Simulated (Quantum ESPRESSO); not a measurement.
A run of Quantum ESPRESSO 7.5:

File pw.in:

```
&CONTROL
  calculation = 'scf'
  prefix = 'pwscf'
  outdir = './tmp'
  pseudo_dir = './pseudo'
  tprnfor = .true.
  tstress = .true.
  disk_io = 'nowf'
/
&SYSTEM
  ibrav = 0
  nat = 2
  ntyp = 2
  ecutwfc = 70
  nbnd = 26
  occupations = 'smearing'
  smearing = 'fd'
  degauss = 0.00367493
/
&ELECTRONS
  conv_thr = 4d-10
  electron_maxstep = 120
  mixing_beta = 0.5
/
ATOMIC_SPECIES
Te   127.6000 Te_ONCV_PBE-1.2.upf
Cd   112.4140 Cd_ONCV_PBE-1.2.upf
CELL_PARAMETERS angstrom
   0.0000000000    3.2050000000    3.2050000000
   3.2050000000    0.0000000000    3.2050000000
   3.2050000000    3.2050000000    0.0000000000
ATOMIC_POSITIONS crystal
Te     0.7500000000    0.7500000000    0.7500000000
Cd     0.0000000000    0.0000000000    0.0000000000
K_POINTS automatic
2 2 2 0 0 0
```

Potentials or basis: SG15 PBE 1.2.

Command:

```console
$ OMP_NUM_THREADS=1 mpirun -n 2 pw.x -in pw.in > pw.out
```

Hardware: 2 MPI ranks on Arm Neoverse V2 (shared host).

Problem. How long does it take, and how much memory?

Solution. It took 4.1 s on 2 MPI ranks on Arm Neoverse V2, on a shared host, peak memory 0.12 GiB a rank. Counts: scf iterations 10, k pools 1, bands 26, k points 3, g dense 35149.
